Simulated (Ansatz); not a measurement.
## Field gradients against strain in ZrS$_{2}$

```yaml
crystal:
  lattice:
    - [3.63000, 0.00000, 0.00000]
    - [-1.81500, 3.14367, 0.00000]
    - [0.00000, 0.00000, 5.85000]
  atoms:
    - { symbol: Zr, position: [0.00000, 0.00000, 0.00000] }
    - { symbol: S, position: [0.33333, 0.66667, 0.24920] }
    - { symbol: S, position: [0.66667, 0.33333, 0.75080] }
```

Atom numbers follow the list: Zr1, S2, S3.

The cell is COD entry 5910006, as deposited and not checked against the literature; nothing was relaxed.

The calculation used DFT, PBE, all-electron PAW with datasets made for the crystal, scalar-relativistic (Ansatz 0.2.0).

Sampling and basis: a Γ-centred 10×10×5 k mesh, Fermi–Dirac smearing of 0.01 eV, cutoff 240 eV (chosen by the program for this cell), no spin polarisation.

The cell is scaled evenly. Fractional coordinates are held (clamped ions).

The columns are Cartesian components of the electric field gradient at the nuclei, in 10²¹ V/m².

No spin–orbit coupling: at heavy atoms the gradients can be off by tens of per cent for that reason.

Only quantities that a quadratic follows smoothly over the whole series are listed; rougher ones are left out.

```tsv
ln(V/Vcell)	Vzz at Zr1	Vzz at S2
-0.0202	-1.45	0.19
0.0000	-1.32	0.14
0.0100	-1.26	0.12
0.0198	-1.20	0.10
0.0392	-1.09	0.06
0.0583	-0.98	0.02
```

Task: Fit the series and give the gradient–strain slopes.

Result: Least-squares fits y = p0 + p1 x + p2 x² to the rows give Vzz at Zr1: p1 = 6.21, p2 = -6.4; Vzz at S2: p1 = -2.25, p2 = 2.8. The slopes p1 are in 10²¹ V/m² per unit strain, for clamped ions.

Task: One run, at ln(V/Vcell) = -0.0101, is withheld. Predict its row.

Result: The fits give -1.38, 0.17; the run gave -1.38, 0.16.
